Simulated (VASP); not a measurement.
# SnO2 in VASP: how settings move the r2SCAN single point

Aim: see what changed inputs do to the r2SCAN single point of fluorite SnO2, under +1.0 % equal strain in all directions. This is a trial cell built on a prototype, not taken from a measured structure, and it needn't be the compound's ground state.

Program: VASP 6.6.1. PAW datasets, plane waves. No spin polarisation. The prototype was imposed, so other structures may be more stable.

### Step 1. The structure to begin with

The cell comes from an earlier relaxation with r2SCAN in another program.

The symmetry is Fm-3m (No. 225, cubic); conventional cell a = 5.119 Å, 11.18 Å³ an atom. Near Sn stand 8 O at 2.22 Å; near O stand 4 Sn at 2.22 Å.

Coordinates:

```
CELL_PARAMETERS angstrom
0.00000 2.55956 2.55956
2.55956 0.00000 2.55956
2.55956 2.55956 0.00000
ATOMIC_POSITIONS crystal
Sn 0.00000 0.00000 0.00000
O 0.25000 0.25000 0.25000
O 0.75000 0.75000 0.75000
```

### Step 2. Baseline

Input file INCAR:

```
ENCUT = 520.000000
SIGMA = 0.020000
EDIFF = 1.00e-07
ALGO = Normal
METAGGA = R2SCAN
PREC = Accurate
IBRION = -1
ISIF = 2
ISMEAR = -1
NBANDS = 20
NELM = 120
NSW = 0
LASPH = .TRUE.
LCHARG = .FALSE.
LWAVE = .FALSE.
LREAL = .FALSE.
```

Input file KPOINTS:

```
KPOINTS created by Atomic Simulation Environment
0
Gamma
8 8 8
0 0 0
```

Input file POSCAR:

```
Sn O
 1.0000000000000000
     0.0000000000000000    2.5595616801999999    2.5595616801999999
     2.5595616801999999    0.0000000000000000    2.5595616801999999
     2.5595616801999999    2.5595616801999999    0.0000000000000000
 Sn  O
   1   2
Cartesian
  0.0000000000000000  0.0000000000000000  0.0000000000000000
  1.2797808400999999  1.2797808400999999  1.2797808400999999
  3.8393425202999998  3.8393425202999998  3.8393425202999998
```

A file KPOINTS_OPT adds named points for the levels; it doesn't enter the self-consistent loop.

Potentials: the recommended PBE PAW datasets, 26 valence electrons.

On the command line:

```
mpirun -np 1 vasp_std
```

### Step 3. Variant 1

Input file INCAR:

```
ENCUT = 520.000000
SIGMA = 0.020000
EDIFF = 1.00e-07
ALGO = Normal
PREC = Accurate
IBRION = -1
ISIF = 2
ISMEAR = -1
NBANDS = 20
NSW = 0
LASPH = .TRUE.
LCHARG = .FALSE.
LWAVE = .FALSE.
METAGGA = RTPSS
MAXMIX = 40
LREAL = .TRUE.
NELM = 94
```

KPOINTS is that of step 2.

POSCAR is that of step 2.

### Step 4. Variant 2

INCAR, as its differences from that of step 2:

```diff
@@ -2,3 +2,2 @@
 SIGMA = 0.020000
-EDIFF = 1.00e-07
 ALGO = Normal
@@ -10,3 +9,2 @@
 NBANDS = 20
-NELM = 120
 NSW = 0
@@ -16 +14,3 @@
 LREAL = .FALSE.
+EDIFF = 0.001
+NELM = 68
```

KPOINTS is that of step 2.

POSCAR is that of step 2.

### Step 5. Variant 3

INCAR, as its differences from that of step 2:

```diff
@@ -10,3 +10,2 @@
 NBANDS = 20
-NELM = 120
 NSW = 0
@@ -16 +15,3 @@
 LREAL = .FALSE.
+NELECT = 26.02
+NELM = 64
```

Input file KPOINTS:

```
KPOINTS created by Atomic Simulation Environment
0
Monkhorst-Pack
8 8 8
0 0 0
```

POSCAR is that of step 2.

Q: Predict the outcome of this session. Wanted: for each run, changed; ending; energy change; pressure; electronic steps; usable.

The runs gave:

| run | changed | ending | energy change (meV/atom) | pressure (GPa) | gap on the mesh (eV; negative: overlap) | electronic steps | time | usable |
| --- | --- | --- | --- | --- | --- | --- | --- | --- |
| ref. | – | converged | 0 | -5.3 | 0.54 | 16 | 51 s | yes |
| 1 | METAGGA = RTPSS, MAXMIX = 40, LREAL = .TRUE., NELM = 94 | converged | – | -40.7 | 0.01 | 25 | 88 s | no |
| 2 | EDIFF = 0.001, NELM = 68 | converged | 0.0 | -6.6 | 0.52 | 10 | 28 s | no |
| 3 | NELECT = 26.02, NELM = 64, shifted mesh | converged | – | -3.1 | – | 15 | 77 s | no |

What this shows: Of 3 altered inputs, 3 ended normally on a faulty or unsound input.
